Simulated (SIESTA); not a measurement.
The system is SiNi.

```
Ni Si
1.0
     2.94277    0.00000    0.00000
     0.00000    3.28033    0.00000
     0.00000    0.00000    4.67745
Ni Si
2 2
Direct
  0.50000 0.50000 0.34250
  0.00000 0.00000 0.65750
  0.50000 0.50000 0.84314
  0.00000 0.00000 0.15686
```

The cell is a database's computed one.

```yaml
Program: SIESTA 5.4.2
Task: single point
Functional: PBE
Potentials_or_basis: PseudoDojo 0.4 standard (PBE files)
Basis: DZP (energy shift 0.003 Ry; two zetas on semicore shells)
Grid_cutoff: 800 Ry
Energy_shift: 0.003 Ry
k_mesh: 9 × 8 × 6
Occupations: fermi-dirac, width 0.05 eV
Spin: collinear spin, ferromagnetic start
Starting_moments: "[1.0, 1.0, 0.0, 0.0] μB"
```

On this cell: pressure 6.6 GPa; largest force 0.144 eV/Å; net moment 0.00 μB per cell; band gap on the k mesh none (metal or under the smearing width).

The same run follows on a disturbed copy (atoms moved at random, drawn with an rms of 0.05 Å):

```
CELL_PARAMETERS angstrom
2.94277 0.00000 0.00000
0.00000 3.28033 0.00000
0.00000 0.00000 4.67745
ATOMIC_POSITIONS crystal
Ni 0.49231 0.49907 0.33863
Ni 0.99697 0.99110 0.65411
Si 0.50116 0.50926 0.84485
Si 0.99226 0.00146 0.15428
```

What changes?

The energy (extrapolated to zero smearing) moves by +4.6 meV/atom; pressure 6.6 GPa; largest force 0.537 eV/Å; net moment 0.00 μB per cell; band gap on the k mesh none (metal or under the smearing width).

Forces on the atoms (eV/Å):
```
Ni   0.052 -0.010  0.394
Ni   0.004  0.405 -0.073
Si  -0.109 -0.409 -0.330
Si   0.054  0.015  0.011
```

Stress tensor (GPa, compression positive):
```
 6.30  0.13  0.15
 0.13  6.34 -0.25
 0.15 -0.25  7.25
```

Caveats: short orbitals over semicore shells can move pressures by several GPa; the basis of atomic orbitals isn't converged, which shifts pressures, moduli and gaps.
